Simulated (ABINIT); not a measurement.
# SnTe (Fm-3m) in ABINIT: convergence with pawecutdg

Aim: find how far pawecutdg must go before the results for SnTe settle, at BLYP. This setting moves, with any that are tied to it; all else stays.

Program: ABINIT 10.8.3 (patched build). These are calculated values, not measurements. Logs are shortened: lines on timing, memory, paths and dates and some standing lists are left out, and cuts for length are marked. The log counts tension as positive stress, the text compression.

**1. The structure**

It takes space group Fm-3m (No. 225, cubic). The conventional cell has a = 6.302 Å, b = 6.302 Å, c = 6.302 Å, α = 90.00°, β = 90.00°, γ = 90.00°. Te (site symmetry m-3m) is surrounded by 6 Sn at 3.15 Å. Sn (site symmetry m-3m) has 6 Te at 3.15 Å as nearest neighbours.

**2. With pawecutdg 22 Ha**

run.abi

```
# Pseudopotentials
pp_dirpath "./"
pseudos "Te.GGA_PBE-JTH.xml, Sn.GGA_PBE-JTH_sp.xml"

# Structure
acell 8.4205719959 8.4205719959 8.4205719959
rprim
     0.0000000000     0.7071067812     0.7071067812
     0.7071067812     0.0000000000     0.7071067812
     0.7071067812     0.7071067812     0.0000000000
ntypat 2
znucl 52 50
natom 2
typat 1 2
xcart
     5.9542435598     5.9542435598     5.9542435598
     0.0000000000     0.0000000000     0.0000000000

# Plane-wave basis
ecut 22.0
pawecutdg 22.0
pawxcdev 0

# k points
kptopt 1
ngkpt 7 7 7
nshiftk 1
shiftk 0.0 0.0 0.0

# Exchange and correlation
ixc -106131

# Bands and occupations
nband 9
occopt 6
tsmear 0.1 eV

# SCF cycle
nstep 100
tolvrs 1.0e-9

# Output
iomode 3
prtwf 0
prtden 0
prteig 0
prtebands 0
```

Potentials or basis: JTH PAW PBE v2.0 sp.

Command:

```console
$ abinit run.abi > log 2>&1
```

run.abo:

```text
.Version 10.8.3 of ABINIT
 Symmetries : space group Fm -3 m (#225); Bravais cF (face-center cubic)
================================================================================
 Values of the parameters that define the memory need of the present run
     intxc =       0    ionmov =       0      iscf =      17    lmnmax =      13
     lnmax =       5     mgfft =      36  mpssoang =       3    mqgrid =    3001
     natom =       2  nloc_mem =       2    nspden =       1   nspinor =       1
    nsppol =       1      nsym =      48    n1xccc =       1    ntypat =       2
    occopt =       6   xclevel =       2
       mpw =        2102          nfft =       46656          nkpt =          20
 PAW method is used; the additional fine FFT grid is defined by:
   mgfftf=        36    nfftf =     46656
================================================================================
================================================================================

--------------------------------------------------------------------------------
------------- Echo of variables that govern the present computation ------------
--------------------------------------------------------------------------------
 -outvars: echo values of preprocessed input variables --------
            acell      8.4205719959E+00  8.4205719959E+00  8.4205719959E+00 Bohr
              amu      1.27600000E+02  1.18710000E+02
             ecut      2.20000000E+01 Hartree
              ixc     -106131
         kptrlatt        7    0    0      0    7    0      0    0    7
          kptrlen      5.89440040E+01
            natom           2
            nband           9
            ngfft          36      36      36
          ngfftdg          36      36      36
             nkpt          20
            nstep         100
             nsym          48
           ntypat           2
           occopt           6
        pawecutdg      2.20000000E+01 Hartree
         pawxcdev           0
           prtden           0
        prtebands           0
           prteig           0
            prtwf           0
            rprim      0.0000000000E+00  7.0710678120E-01  7.0710678120E-01
                       7.0710678120E-01  0.0000000000E+00  7.0710678120E-01
                       7.0710678120E-01  7.0710678120E-01  0.0000000000E+00
          spgroup         225
           tolvrs      1.00000000E-09
           tsmear      3.67493222E-03 Hartree
            typat      1  2
           useylm           1
           xangst      3.1508499979E+00  3.1508499979E+00  3.1508499979E+00
                      -4.4296916201E-11 -4.4297156699E-11 -4.4296916201E-11
            xcart      5.9542435598E+00  5.9542435598E+00  5.9542435598E+00
                      -8.3709039843E-11 -8.3709494317E-11 -8.3709039843E-11
             xred      4.9999999999E-01  4.9999999999E-01  4.9999999999E-01
                      -7.0293978971E-12 -7.0293215693E-12 -7.0293978971E-12
            znucl       52.00000   50.00000

================================================================================

 chkinp: Checking input parameters for consistency.

[... 114 lines left out ...]
       0.499999999993      0.499999999993      0.499999999993
      -0.000000000007     -0.000000000007     -0.000000000007
 rms dE/dt=  0.0000E+00; max dE/dt=  0.0000E+00; dE/dt below (all hartree)
    1       0.000000000000      0.000000000000      0.000000000000
    2       0.000000000000      0.000000000000      0.000000000000

 cartesian coordinates (angstrom) at end:
    1      3.15084999787454     3.15084999787454     3.15084999787454
    2     -0.00000000004430    -0.00000000004430    -0.00000000004430

 cartesian forces (hartree/bohr) at end:
    1     -0.00000000000000    -0.00000000000000    -0.00000000000000
    2     -0.00000000000000    -0.00000000000000    -0.00000000000000
 frms,max,avg= 0.0000000E+00 0.0000000E+00   0.000E+00  0.000E+00  0.000E+00 h/b

 cartesian forces (eV/Angstrom) at end:
    1     -0.00000000000000    -0.00000000000000    -0.00000000000000
    2     -0.00000000000000    -0.00000000000000    -0.00000000000000
 frms,max,avg= 0.0000000E+00 0.0000000E+00   0.000E+00  0.000E+00  0.000E+00 e/A
 length scales=  8.420571995900  8.420571995900  8.420571995900 bohr
              =  4.455974799975  4.455974799975  4.455974799975 angstroms
 Fermi (or HOMO) energy (hartree) =  -0.08451   Average Vxc (hartree)=  -0.32223
 Eigenvalues (hartree) for nkpt=  20  k points:
 kpt#   1, nband=  9, wtk=  0.00292, kpt=  0.0000  0.0000  0.0000 (reduced coord)
  -0.55067   -0.25793   -0.15775   -0.15775   -0.15775    0.04501    0.04501    0.04501
   0.10641
      occupation numbers for kpt#   1
   2.00000    2.00000    2.00000    2.00000    2.00000    0.00000    0.00000    0.00000
   0.00000
 prteigrs : prtvol=0 or 1, do not print more k-points.

--- !EnergyTerms
iteration_state     : {dtset: 1, }
comment             : Components of total free energy in Hartree
kinetic             :  3.64392396832971E+00
hartree             :  6.94223090590613E-01
xc                  : -8.29966019425515E+00
Ewald energy        : -1.22064206562401E+01
psp_core            :  3.27348762657395E+00
local_psp           : -8.27100535327934E-01
PAW spherical_terms :  1.82415549883772E+00
internal            : -1.18973912014912E+01
'-kT*entropy'       :  5.03740981690244E-06
total_energy        : -1.18973861640813E+01
total_energy_eV     : -3.23744370228408E+02
...

--- !EnergyTermsDC
iteration_state     : {dtset: 1, }
comment             : '"Double-counting" decomposition of free energy'
band_energy         : -2.79732722699261E+00
Ewald energy        : -1.22064206562401E+01
psp_core            :  3.27348762657395E+00
xc_dc               : -4.13964337875675E+00
PAW spherical_terms :  3.97251633846119E+00
internal            : -1.18973872969543E+01
'-kT*entropy'       :  5.03740981690244E-06
total_energy_dc     : -1.18973822595445E+01
total_energy_dc_eV  : -3.23744263980546E+02
...

--- !EnergyTermsWithPAWCore
iteration_state     : {dtset: 1, }
comment             : 'Components of total free energy, including PAW core contributions'
Total energy        : -1.29731821974295E+04
Total energy DC     : -1.29731821935249E+04
Total energy (eV)   : -3.53018271613738E+05
Total energy DC (eV): -3.53018271507490E+05
...

 Cartesian components of stress tensor (hartree/bohr^3)
  sigma(1 1)= -2.05551524E-04  sigma(3 2)=  0.00000000E+00
  sigma(2 2)= -2.05551524E-04  sigma(3 1)=  0.00000000E+00
  sigma(3 3)= -2.05551524E-04  sigma(2 1)=  0.00000000E+00

-Cartesian components of stress tensor (GPa)         [Pressure=  6.0475E+00 GPa]
- sigma(1 1)= -6.04753461E+00  sigma(3 2)=  0.00000000E+00
- sigma(2 2)= -6.04753461E+00  sigma(3 1)=  0.00000000E+00
- sigma(3 3)= -6.04753461E+00  sigma(2 1)=  0.00000000E+00

== END DATASET(S) ==============================================================
================================================================================

 -outvars: echo values of variables after computation  --------
            acell      8.4205719959E+00  8.4205719959E+00  8.4205719959E+00 Bohr
           etotal     -1.1897382260E+01
            fcart     -0.0000000000E+00 -0.0000000000E+00 -0.0000000000E+00
                      -0.0000000000E+00 -0.0000000000E+00 -0.0000000000E+00
            rprim      0.0000000000E+00  7.0710678120E-01  7.0710678120E-01
                       7.0710678120E-01  0.0000000000E+00  7.0710678120E-01
                       7.0710678120E-01  7.0710678120E-01  0.0000000000E+00
           strten     -2.0555152359E-04 -2.0555152359E-04 -2.0555152359E-04
                       0.0000000000E+00  0.0000000000E+00  0.0000000000E+00
           xangst      3.1508499979E+00  3.1508499979E+00  3.1508499979E+00
                      -4.4296916201E-11 -4.4297156699E-11 -4.4296916201E-11
             xred      4.9999999999E-01  4.9999999999E-01  4.9999999999E-01
                      -7.0293978971E-12 -7.0293215693E-12 -7.0293978971E-12
 Calculation completed.
```

It took 11 s on 1 thread of Arm Neoverse V2, shared host; peak memory 0.1 GiB.

Results:

- Free energy: -323.7443 eV
- Pressure: 6.0 GPa
- Valence electrons inside the program's atomic spheres: Te 3.17; Sn 2.32

**3. With pawecutdg 26.4**

Edit run.abi of step 2 so:

```diff
@@ -20,3 +20,3 @@
 ecut 22.0
-pawecutdg 22.0
+pawecutdg 26.4
 pawxcdev 0
```

Potentials or basis: JTH PAW PBE v2.0 sp.

Command:

```console
$ abinit run.abi > log 2>&1
```

It took 11 s on 1 thread of Arm Neoverse V2, shared host; peak memory 0.11 GiB.

Results (log left out):

| Property | Result |
| --- | --- |
| Free energy | -323.7446 eV |
| Pressure | 6.0 GPa |
| Valence electrons inside the program's atomic spheres | Te 3.16; Sn 2.30 |

**4. With pawecutdg 33**

Edit run.abi of step 3 so:

```diff
@@ -20,3 +20,3 @@
 ecut 22.0
-pawecutdg 26.4
+pawecutdg 33.0
 pawxcdev 0
```

Command:

```console
$ abinit run.abi > log 2>&1
```

Run time: 11 s. Hardware: 1 thread of Arm Neoverse V2, shared host; peak memory 0.11 GiB.

The run converged. Its results:

* Free energy: -323.7446 eV
* Pressure: 6.1 GPa
* Valence electrons inside the program's atomic spheres: Te 3.20; Sn 2.31

**5. With pawecutdg 39.6**

Edit run.abi of step 4 so:

```diff
@@ -20,3 +20,3 @@
 ecut 22.0
-pawecutdg 33.0
+pawecutdg 39.6
 pawxcdev 0
```

Command:

```console
$ abinit run.abi > log 2>&1
```

Wall time 11 s (1 thread of Arm Neoverse V2, shared host); peak memory 0.12 GiB.

It converged, with:

| Item | Value |
| --- | --- |
| Free energy | -323.7446 eV |
| Pressure | 6.1 GPa |
| Valence electrons inside the program's atomic spheres | Te 3.17; Sn 2.31 |

**6. With pawecutdg 48.4**

Edit run.abi of step 5 so:

```diff
@@ -20,3 +20,3 @@
 ecut 22.0
-pawecutdg 39.6
+pawecutdg 48.4
 pawxcdev 0
```

Potentials or basis: JTH PAW PBE v2.0 sp.

Command:

```console
$ abinit run.abi > log 2>&1
```

Wall time 11 s (1 thread of Arm Neoverse V2, shared host); peak memory 0.13 GiB.

The run converged. Its results:

```
Free energy                                           : -323.7446 eV
Pressure                                              : 6.1 GPa
Valence electrons inside the program's atomic spheres : Te 3.16; Sn 2.31
```

**7. With pawecutdg 59.4**

Edit run.abi of step 6 so:

```diff
@@ -20,3 +20,3 @@
 ecut 22.0
-pawecutdg 48.4
+pawecutdg 59.4
 pawxcdev 0
```

Command:

```console
$ abinit run.abi > log 2>&1
```

Wall time 12 s (1 thread of Arm Neoverse V2, shared host); peak memory 0.15 GiB.

It converged, with:

| Property | Result |
| --- | --- |
| Free energy | -323.7446 eV |
| Pressure | 6.0 GPa |
| Valence electrons inside the program's atomic spheres | Te 3.18; Sn 2.31 |

**8. With pawecutdg 72.6**

Edit run.abi of step 7 so:

```diff
@@ -20,3 +20,3 @@
 ecut 22.0
-pawecutdg 59.4
+pawecutdg 72.6
 pawxcdev 0
```

Command:

```console
$ abinit run.abi > log 2>&1
```

Wall time 12 s (1 thread of Arm Neoverse V2, shared host); peak memory 0.2 GiB.

Results (log left out):

```
Free energy                                           : -323.7446 eV
Pressure                                              : 6.0 GPa
Valence electrons inside the program's atomic spheres : Te 3.17; Sn 2.31
```

**9. Summary**

```csv
pawecutdg,energy less the tightest run (meV/atom),SCF cycles,CPU time (s),peak memory (GiB)
22 Ha,0.15,9,11,0.1
26.4,0.00,9,11,0.11
33,0.00,9,11,0.11
39.6,-0.01,9,11,0.12
48.4,-0.02,9,11,0.13
59.4,-0.01,9,12,0.15
72.6,0.00,9,12,0.2
```

Against the tightest run, the energy stays within 1 meV/atom from 22 Ha on. The tightest run that finished is the yardstick and may itself not be fully converged.

Caveats: the PAW data sets were made with another functional, which shifts forces and pressure a little; this set keeps more shells in the core, which shifts pressures and gaps.
